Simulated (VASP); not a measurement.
# InP (F-43m) in VASP: settings compared

The runs below take InP through single point, with r2SCAN, PBEsol, PBE+D4.

Everything below comes from runs of VASP 6.6.1. Logs are shortened: lines on timing, memory, paths and dates and some standing lists are left out, and cuts for length are marked.

**What was measured.**

From a printed reference work, data compilation, for a bulk crystal of InP at 1.6 K: band gap 1.4236 eV (direct).

How close the calculation comes is told below.

### Step 1. The cell of the first run

It takes space group F-43m (No. 216, cubic). The conventional cell has a = 5.861 Å, b = 5.861 Å, c = 5.861 Å, α = 90.00°, β = 90.00°, γ = 90.00°. In (site symmetry -43m) has 4 P at 2.54 Å within 3.3 Å. Within 3.3 Å of P (site symmetry -43m) lie 4 In at 2.54 Å.

### Step 2. Single point, r2SCAN

POSCAR

```
InP
1.0
    0.0000000000      2.9305000000      2.9305000000
    2.9305000000      0.0000000000      2.9305000000
    2.9305000000      2.9305000000      0.0000000000
In P
1 1
Direct
    0.0000000000      0.0000000000      0.0000000000
    0.7500000000      0.7500000000      0.7500000000
```

INCAR.step1

```
SYSTEM = InP
ALGO     = Normal         ! electronic algorithm
EDIFF    = 1E-4           ! SCF threshold, eV
ENCUT    = 520            ! plane-wave cutoff, eV
GGA      = PE             ! functional
ISMEAR   = -1             ! smearing method
LASPH    = .True.         ! aspherical terms in the spheres
LCHARG   = .False.        ! write CHGCAR
LREAL    = .False.        ! projectors in reciprocal space
LWAVE    = .True.         ! write WAVECAR
NBANDS   = 16             ! bands
NELM     = 60             ! most SCF steps
PREC     = Accurate       ! precision mode
SIGMA    = 0.05           ! smearing width, eV
```

INCAR.step2

```
SYSTEM = InP
ALGO     = Normal         ! electronic algorithm
EDIFF    = 1E-7           ! SCF threshold, eV
ENCUT    = 520            ! plane-wave cutoff, eV
ISIF     = 2              ! what is computed and relaxed
ISMEAR   = -1             ! smearing method
ISTART   = 1            
LASPH    = .True.         ! aspherical terms in the spheres
LCHARG   = .False.        ! write CHGCAR
LMIXTAU  = .True.       
LREAL    = .False.        ! projectors in reciprocal space
LWAVE    = .False.        ! write WAVECAR
METAGGA  = R2SCAN         ! meta-GGA
NBANDS   = 16             ! bands
NELM     = 60             ! most SCF steps
PREC     = Accurate       ! precision mode
SIGMA    = 0.05           ! smearing width, eV
```

KPOINTS

```
k-points
0
Gamma
  5 5 5
  0 0 0
```

Potentials or basis: VASP PAW PBE potentials, release 64 (In_d, P).

Launch:

```sh
$ cat potpaw_PBE.64/In_d/POTCAR potpaw_PBE.64/P/POTCAR > POTCAR
$ cp INCAR.step1 INCAR
$ mpirun -np 1 vasp_std > vasp.out
$ cp INCAR.step2 INCAR
$ mpirun -np 1 vasp_std > vasp.out
```

OUTCAR:

```text
SYSTEM = InP
   EDIFF = 1E-7
   ENCUT = 520
   ISIF = 2
   ISMEAR = -1
   ISTART = 1
   LASPH = .True.
   LREAL = .False.
   METAGGA = R2SCAN
   NELM = 60
   PREC = Accurate

 ion  position               nearest neighbor table
   1  0.000  0.000  0.000-   2 2.54   2 2.54   2 2.54   2 2.54
   2  0.750  0.750  0.750-   1 2.54   1 2.54   1 2.54   1 2.54

  LATTYP: Found a face centered cubic cell.
 ALAT       =     5.8610000000

  Lattice vectors:

 A1 = (   0.0000000000,   2.9305000000,   2.9305000000)
 A2 = (   2.9305000000,   0.0000000000,   2.9305000000)
 A3 = (   2.9305000000,   2.9305000000,   0.0000000000)

Analysis of symmetry for initial positions (statically):
=====================================================================
 Subroutine PRICEL returns:
 Original cell was already a primitive cell.

 Routine SETGRP: Setting up the symmetry group for a
 face centered cubic supercell.

 Subroutine GETGRP returns: Found 24 space group operations
 (whereof 24 operations were pure point group operations)
 out of a pool of 48 trial point group operations.

The static configuration has the point symmetry T_d .

Analysis of symmetry for dynamics (positions and initial velocities):
=====================================================================
 Subroutine PRICEL returns:
 Original cell was already a primitive cell.

 Routine SETGRP: Setting up the symmetry group for a
 face centered cubic supercell.

 Subroutine GETGRP returns: Found 24 space group operations
 (whereof 24 operations were pure point group operations)
 out of a pool of 48 trial point group operations.

The dynamic configuration has the point symmetry T_d .

 Subroutine INISYM returns: Found 24 space group operations
 (whereof 24 operations are pure point group operations),
 and found     1 'primitive' translations

----------------------------------------------------------------------------------------

                                     Primitive cell

  volume of cell :      50.3333

  direct lattice vectors                    reciprocal lattice vectors
     0.000000000  2.930500000  2.930500000    -0.170619348  0.170619348  0.170619348
     2.930500000  0.000000000  2.930500000     0.170619348 -0.170619348  0.170619348
     2.930500000  2.930500000  0.000000000     0.170619348  0.170619348 -0.170619348

  length of vectors
     4.144352845  4.144352845  4.144352845     0.295521380  0.295521380  0.295521380

  position of ions in fractional coordinates (direct lattice)
     0.000000000  0.000000000  0.000000000
     0.750000000  0.750000000  0.750000000
[... 61 lines left out ...]
   NELM   =     60;   NELMIN=  2; NELMDL=  0     # of ELM steps
   EDIFF  = 0.1E-06   stopping-criterion for ELM
   LREAL  =      F    real-space projection
   EDIFFG = 0.1E-05   stopping-criterion for IOM
   NSW    =      0    number of steps for IOM
   IBRION =     -1    ionic relax: 0-MD 1-quasi-New 2-CG
   NFREE  =      0    steps in history (QN), initial steepest desc. (CG)
   ISIF   =      2    stress and relaxation
   ISYM   =      2    0-nonsym 1-usesym 2-fastsym
   POTIM  = 0.5000    time-step for ionic-motion
   TEBEG  =    0.0;   TEEND  =   0.0 temperature during run
   PSTRESS=    0.0 pullay stress
   NELECT =      18.0000    total number of electrons
   NUPDOWN=      -1.0000    fix difference up-down
   EMIN   =  10.00;   EMAX   =-10.00  energy-range for DOS
   EFERMI =   0.00;   METHOD = LEGACY
   ISMEAR =    -1;   SIGMA  =   0.05  broadening in eV -4-tet -1-fermi 0-gaus
   EFERMI_NEDOS =   21; number of points for ismear=-14 and -15
   IALGO  =     38    algorithm
   IMIX   =      4    mixing-type and parameters
     AMIX     =   0.40;   BMIX     =  1.00
     AMIX_MAG =   1.60;   BMIX_MAG =  1.00
  volume/ion in A,a.u.               =      25.17       169.83
  Fermi-wavevector in a.u.,A,eV,Ry     =   1.162021  2.195901 18.371846  1.350293
  Thomas-Fermi vector in A             =   2.298587
   LORBIT       =      0    0 simple, 1 ext, 2 COOP (PROOUT), +10 PAW based schemes
   METAGGA = R2SCAN    functional components
   LHFCALC =     F    Hartree Fock is set to
   AEXX    =    0.0000 exact exchange contribution
   IVDW    =     0    specifies the selected vdW correction
   LEPSILON=     F    determine dielectric tensor
   LRPA    =     F    only Hartree local field effects (RPA)
 non-spin polarized calculation
  energy-cutoff  :      520.00
  volume of cell :       50.33
 maximum number of plane-waves:      1369
   NGX = 15   NGY = 15   NGZ = 15

 number of electron      18.0000005 magnetization

 Free energy of the ion-electron system (eV)
  ---------------------------------------------------
  ext. energy  EPLUGINS =         0.00000000
  ---------------------------------------------------
  free energy    TOTEN  =       -32.26235165 eV

  energy without entropy =      -32.26235135  energy(sigma->0) =      -32.26235150

 E-fermi :   5.6360     XC(G=0):  -9.8770

 val. band max:        5.0257739644   @ k =   0.0000   0.0000   0.0000
 cond. band min:       6.1912436607   @ k =   0.0000   0.0000   0.0000
 fundamental gap:      1.1654696964
 Fermi energy:         5.6360109462

 k-point     1 :       0.0000    0.0000    0.0000
  band No.  band energies     occupation
      1      -9.6454      2.00000
      2      -9.6454      2.00000
      3      -9.6454      2.00000
      4      -9.4666      2.00000
      5      -9.4666      2.00000
      6      -6.9751      2.00000
[... 167 lines left out ...]
      3      -9.5492      2.00000
      4      -9.4889      2.00000
      5      -9.4484      2.00000
      6      -4.6732      2.00000
[... 8 lines left out ...]
     15      16.2996      0.00000
     16      18.3047      0.00000

------------------------ aborting loop because EDIFF is reached ----------------------------------------

  FORCE on cell =-STRESS in cart. coord.  units (eV):
  Direction    XX          YY          ZZ          XY          YZ          ZX
  --------------------------------------------------------------------------------------
  -------------------------------------------------------------------------------------
  Total        0.5054004      0.5054004      0.5054004      0.0000000      0.0000000      0.0000000
  in kB       16.0875892     16.0875892     16.0875892      0.0000000      0.0000000      0.0000000
  external PRESSURE =      16.0875892 kB  Pullay stress =       0.0000000 kB

 VOLUME and BASIS-vectors are now :
 -----------------------------------------------------------------------------
  energy-cutoff  :      520.00
  volume of cell :       50.33
      direct lattice vectors                 reciprocal lattice vectors
     0.000000000  2.930500000  2.930500000    -0.170619348  0.170619348  0.170619348
     2.930500000  0.000000000  2.930500000     0.170619348 -0.170619348  0.170619348
     2.930500000  2.930500000  0.000000000     0.170619348  0.170619348 -0.170619348

 POSITION                                       TOTAL-FORCE (eV/Angst)
 -----------------------------------------------------------------------------------
      0.00000      0.00000      0.00000         0.000000      0.000000      0.000000
      4.39575      4.39575      4.39575        -0.000000     -0.000000     -0.000000
 -----------------------------------------------------------------------------------
    total drift:                                0.000002      0.000002      0.000002

  FREE ENERGIE OF THE ION-ELECTRON SYSTEM (eV)
  ---------------------------------------------------
  free  energy   TOTEN  =       -32.2623516537 eV

  energy  without entropy=      -32.2623513490  energy(sigma->0) =      -32.26235150
```

Wall time 89 s (1 thread of Intel Xeon 6975P-C, shared host); peak memory 0.19 GiB.

What came out:

| Quantity | Value |
| --- | --- |
| Free energy | -32.2624 eV |
| Pressure | 1.6 GPa |
| Band gap on the k mesh | 1.17 eV, direct |

Caveat: the PAW data sets were made with another functional, which shifts forces and pressure a little; spin-orbit coupling is left out, which moves the levels of the heavy elements.

### Step 3. Single point, PBEsol, non-collinear spin, zero start, spin-orbit coupling

INCAR

```
PREC = Accurate
ENCUT = 520
EDIFF = 1E-6
ISMEAR = -1
SIGMA = 0.05
LREAL = F
LASPH = T
NELM = 150
ALGO = Normal
ISIF = 2
LWAVE = F
LCHARG = F
LNONCOLLINEAR = T
MAGMOM = 0 0 0 0 0 0
LORBIT = 11
LSORBIT = T
GGA_COMPAT = F
LORBMOM = T
GGA = PS
NBANDS = 30
```

KPOINTS

```
regular mesh
0
Gamma
  8 8 8
```

POSCAR is that of step 2.

Potentials or basis: VASP PAW PBE potentials, release 64 (In_d, P).

Launch:

```sh
$ cat potpaw_PBE.64/In_d/POTCAR potpaw_PBE.64/P/POTCAR > POTCAR
$ mpirun -np 1 vasp_ncl > vasp.out
```

Wall time 4.3 min (1 thread of Intel Xeon 6975P-C, shared host); peak memory 0.35 GiB.

It converged, with:

| Quantity | Value |
| --- | --- |
| Free energy | -9.1903 eV |
| Pressure | 0.5 GPa |
| Net moment | 0.00 μB per cell |
| Valence electrons inside the program's atomic spheres | In 11.51; P 2.51 |

Moments on the atoms (μB; x, y, z):
```
In  0.00 0.00 0.00
P   0.00 0.00 0.00
```

Caveat: the PAW data sets were made with another functional, which shifts forces and pressure a little.

### Step 4. Single point, PBE+D4

This run uses another cell than the first one, of 23.66 Å³/atom, 0.940 times its volume.

INCAR

```
SYSTEM = InP
ALGO = Normal ; EDIFF = 1E-6
ENCUT = 520 ; GGA = PE
ISIF = 2 ; ISMEAR = -1
IVDW = 13 ; LASPH = .True.
LCHARG = .False. ; LREAL = .False.
LWAVE = .False. ; NBANDS = 16
NELM = 100 ; PREC = Accurate
SIGMA = 0.05
```

KPOINTS

```
k-points
0
Gamma
  8 8 8
  0 0 0
```

POSCAR

```
InP
1.0
    0.0000000000      2.8706770916      2.8706770916
    2.8706770916      0.0000000000      2.8706770916
    2.8706770916      2.8706770916      0.0000000000
In P
1 1
Direct
    0.0000000000      0.0000000000      0.0000000000
    0.7500000000      0.7500000000      0.7500000000
```

Launch:

```sh
$ cat potpaw_PBE.64/In_d/POTCAR potpaw_PBE.64/P/POTCAR > POTCAR
$ mpirun -np 1 vasp_std > vasp.out
```

Run time: 11 s. Hardware: 1 thread of AMD EPYC 9R45 (Zen 5), shared host; peak memory 0.15 GiB.

Results (log left out):

- Free energy: -8.9908 eV
- Pressure: 6.0 GPa
- Band gap on the k mesh: 1.05 eV, direct
- Dispersion energy per atom: -0.360 eV

Levels at points of the mesh, in eV from the valence-band top:
| k point | band 5 | band 6 | band 7 | band 8 | band 9 | band 10 | band 11 | band 12 | band 13 | band 14 |
| --- | --- | --- | --- | --- | --- | --- | --- | --- | --- | --- |
| (0.00, 0.00, 0.00) | -14.14 | -11.96 | 0.00 | 0.00 | 0.00 | 1.05 | 4.08 | 4.08 | 4.08 | 8.88 |
| (0.50, 0.00, 0.00) | -14.12 | -10.02 | -6.08 | -1.07 | -1.07 | 1.65 | 4.81 | 4.81 | 7.21 | 9.78 |
| (0.50, 0.50, 0.00) | -14.10 | -9.30 | -6.03 | -2.54 | -2.54 | 1.65 | 2.25 | 9.61 | 10.01 | 10.01 |

Caveat: spin-orbit coupling is left out, which moves the levels of the heavy elements.

### Step 5. The runs side by side

```csv
level,spin,cell,k mesh,gap on the mesh (eV),pressure (GPa)
r2SCAN,off,"a = 4.144 Å, angles 60.0°, 2 atoms",5 × 5 × 5,1.17,1.6
PBEsol,"non-collinear, zero start, SOC","a = 4.144 Å, angles 60.0°, 2 atoms",8 × 8 × 8,-,0.5
PBE+D4,off,"a = 4.060 Å, angles 60.0°, 2 atoms",8 × 8 × 8,1.05,6.0
```

Alike in all rows: task single point; potentials or basis VASP PAW PBE potentials, release 64 (In_d, P); cutoff (eV) 520; smearing fermi-dirac 0.05 eV.

Caveats: the PAW data sets were made with another functional, which shifts forces and pressure a little (some runs); spin-orbit coupling is left out, which moves the levels of the heavy elements (some runs).

Total energies depend on the potentials used, so only differences within one code and one set of settings carry meaning.

### Step 6. Comparison with measurements

Step 2. Against the measured gap of InP, 1.4236 eV (direct; 1.6 K; a printed reference work, data compilation), the calculated 1.17 eV is off by -0.26 eV. Spin-orbit coupling on In is left out. The value is that of r2SCAN, without temperature or zero-point motion.
